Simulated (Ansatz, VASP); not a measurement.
PtSe in VASP and in Ansatz

File INCAR:

```
ALGO = Normal ; EDIFF = 1E-6
ENCUT = 520 ; ISIF = 2
ISMEAR = 0 ; ISPIN = 2
LASPH = T ; LCHARG = T
LDAU = T ; LDAUJ = 0 0
LDAUL = 2 -1 ; LDAUPRINT = 1
LDAUTYPE = 2 ; LDAUU = 6 0
LELF = T ; LMAXMIX = 4
LORBIT = 11 ; LREAL = F
LVHAR = T ; LWAVE = F
MAGMOM = 0.5 0 ; NBANDS = 19
NELM = 150 ; PREC = Accurate
SIGMA = 0.05
```

KPOINTS

```
k-points
0
Gamma
  6 6 5
```

Contents of POSCAR:

```
PtSe
1.0
    3.7018703300      0.0000000000      0.0000000000
   -1.8509351600      3.2059137500      0.0000000000
    0.0000000000      0.0000000000      3.6128420300
Pt Se
1 1
Direct
    0.0000000000      0.0000000000      0.0000000000
    0.6666666667      0.3333333333      0.5000000000
```

The input input.yaml:

```yaml
crystal:
  lattice:
    - [3.70187033, 0.0, 0.0]
    - [-1.85093516, 3.20591375, 0.0]
    - [0.0, 0.0, 3.61284203]
  atoms:
    - { symbol: Pt, position: [0.0, 0.0, 0.0], spin: 0.5 }
    - { symbol: Se, position: [0.6666666667, 0.3333333333, 0.5] }
kpoints:
  mp_grid: { grid: [6, 6, 5] }
scf:
  occupations: { method: gaussian, width: 0.05 }
hamiltonian:
  xc: lda
  pseudopotentials: { kind: all_electron, lapw: { basis_error: 0.001 } }
  hubbard:
    sites: [{ species: Pt, l: d, u_eff: 6 }]
    double_counting: fll
    projectors: ortho-atomic
magnetization:
  spin_polarized: true
output:
  forces: true
  stress: true
  eigenvalues: true
```

The cell comes from a database or a generator and needn't be the stable form of this composition.

Alike in both runs: task single point; functional LDA; k mesh 6 × 6 × 5; occupations gaussian, width 0.05 eV; collinear spin; Hubbard terms Pt d U = 6.0 eV.

```csv
,VASP,Ansatz
version,VASP 6.6.1,Ansatz 0.2.0
potentials or method,"VASP PAW LDA potentials, release 64 (Pt, Se)","all-electron LAPW, scalar-relativistic"
plane-wave cutoff (eV),520,see its input
```

VASP gave:

- gap on the k mesh at the Fermi level (eV): none
- pressure (GPa): -21.4
- largest component of the traceless stress (GPa): 4.45
- net moment per atom (μB): 0.00

Q: Estimate Ansatz's values.

A: gap on the k mesh at the Fermi level (eV): none; pressure (GPa): -17.7; largest component of the traceless stress (GPa): 3.65; net moment per atom (μB): 0.00.

The programs project onto different local orbitals, so the same U acts differently. A gap of «none» marks a metal or a gap that the smearing closes. Ansatz ran all-electron here, so the differences hold the error of VASP's frozen core and of both bases.

Caveats: the k mesh is thin for a metal, which can move the energy by tens of meV per atom (Ansatz); U is the effective U less J, on atomic orbitals that reach past the spheres (Ansatz); the starting moments weren't kept (Ansatz). The runs have no spin-orbit coupling, so splittings on Pt are missing. The state reached can hang on the start; a lower one may exist.
